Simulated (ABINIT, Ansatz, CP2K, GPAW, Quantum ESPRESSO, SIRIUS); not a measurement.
Sn: equilibrium volume by level of theory

It takes space group Fd-3m (No. 227, cubic). The conventional cell has a = 6.467 Å, b = 6.467 Å, c = 6.467 Å, α = 90.00°, β = 90.00°, γ = 90.00°. Around Sn (site symmetry -43m) lie 4 Sn at 2.80 Å.

This isn't the form of Sn at room conditions, which is tetragonal (white tin).

| rung | level | program and potentials | cutoff (eV) | k mesh | smearing | task | core time | chip | equilibrium volume (Å³/atom) | notes |
| --- | --- | --- | --- | --- | --- | --- | --- | --- | --- | --- |
| GGA | PBE | Ansatz, Ansatz PAW | 420 | 7 × 7 × 7 | fermi-dirac 0.05 | relaxation of cell and atoms | 4.9 s | Intel Xeon Platinum 8488C Sapphire Rapids | 36.86 | - |
| meta-GGA + dispersion | r2SCAN+D3(BJ)+ATM | Ansatz, Ansatz PAW | 500 | 7 × 7 × 7 | fermi-dirac 0.05 | relaxation of cell and atoms | 20 s | Arm Neoverse V2 | 34.98 | potentials made for PBE, which Ansatz adapts in part |
| meta-GGA + dispersion | r2SCAN+D4 | Ansatz, Ansatz PAW | 500 | 7 × 7 × 7 | fermi-dirac 0.05 | relaxation of cell and atoms | 20 s | Arm Neoverse V2 | 35.04 | potentials made for PBE, which Ansatz adapts in part |
| GGA + dispersion | BLYP+D3(BJ) | Ansatz, all-electron LAPW, scalar-relativistic | - | 7 × 7 × 7 | fermi-dirac 0.05 | relaxation of cell and atoms | 22 s | Arm Neoverse V2 | 35.85 | - |
| meta-GGA | r2SCAN | Ansatz, Ansatz PAW | 500 | 7 × 7 × 7 | fermi-dirac 0.05 | equation of state | 33 s | Intel Xeon Platinum 8259CL Skylake/Cascade Lake | 35.41 | potentials made for PBE, which Ansatz adapts in part |
| meta-GGA + dispersion | r2SCAN+rVV10 | Ansatz, Ansatz PAW | 500 | 7 × 7 × 7 | fermi-dirac 0.05 | relaxation of cell and atoms | 36 s | Arm Neoverse V2 | 34.87 | potentials made for PBE, which Ansatz adapts in part |
| LDA | LDA | GPAW, the program's PAW data sets (release 1.2.1) made for this functional | 600 | 6 × 6 × 6 | fermi-dirac 0.05 | equation of state | 82 s | Intel Xeon Platinum 8488C Sapphire Rapids | 33.73 | - |
| GGA + dispersion | RPBE+D4 | GPAW, the program's PAW data sets (release 1.2.1) made for this functional | 600 | 6 × 6 × 6 | fermi-dirac 0.05 | equation of state | 86 s | Intel Xeon Platinum 8488C Sapphire Rapids | 35.17 | - |
| GGA | PBEsol | GPAW, PAW data sets generated for this functional | 600 | 6 × 6 × 6 | fermi-dirac 0.05 | equation of state | 98 s | Arm Neoverse V2 | 34.82 | - |
| LDA | LDA | CP2K, GTH_POTENTIALS Sn GTH-PADE-q4; TZVP-MOLOPT-PBE-GTH basis | - | 7 × 7 × 7 | fermi-dirac 0.05 | equation of state | 2 min | Arm Neoverse V1 | 33.04 | atomic basis |
| GGA | PBEsol | SIRIUS, PseudoDojo 0.4.1 PBEsol standard (scalar relativistic) | 983 | 7 × 7 × 7 | fermi-dirac 0.05 | equation of state | 3.4 min | Intel Xeon Platinum 8488C Sapphire Rapids | 35.08 | - |
| hybrid | HSE06 | Ansatz, Ansatz PAW | 420 | 4 × 4 × 4 | fermi-dirac 0.05 | relaxation of cell and atoms | 3.5 min | Intel Xeon Skylake/Cascade Lake | 35.62 | coarse mesh; potentials made for PBE, which Ansatz adapts in part |
| GGA + dispersion | PBE+D4 | Quantum ESPRESSO, PseudoDojo 0.4.1 SR PBE standard | 980 | 7 × 7 × 7 | fermi-dirac 0.05 | equation of state | 3.9 min | Arm Neoverse V2 | 35.43 | - |
| GGA | PBEsol | ABINIT, Ansatz PAW PBE default generated set, frozen core | 419 | 5 × 5 × 5 | fermi-dirac 0.05 | relaxation of cell and atoms | 6.6 min | Intel Xeon Platinum 8259CL Skylake/Cascade Lake | 35.14 | potentials made for PBE |

Times are single runs on shared hosts and different chips, so they are rough; meshes, cutoffs and the tasks' sizes weigh on the time. All rows: no spin polarisation. Smearing widths are in eV. For a metal such meshes aren't converged. Meshes differ between rows, which moves values too. Meshes are those of the run's cell of 2 atoms unless a note names another. Relaxations start from the cell shown or near it and stop with a little pressure left. The cell shown, of 33.80 Å³ an atom, is the runs' start and not the measured value. Misses use the values as printed. Runs on faulty files, with rough fits or with known faults for this quantity aren't shown. No row holds spin-orbit coupling.

Measured: 34.16 Å³/atom at 300 K (a printed reference work).

Task: Which of the timed runs without a coarse mesh or an atomic basis is the cheapest that comes within 1.5 % of the measured equilibrium volume?

Result: LDA (GPAW, the program's PAW data sets (release 1.2.1) made for this functional): 33.73 Å³/atom in 82 s. One crystal doesn't make the level reliable, since errors can cancel. The runs are for a static lattice, while measurements hold temperature and zero-point motion.
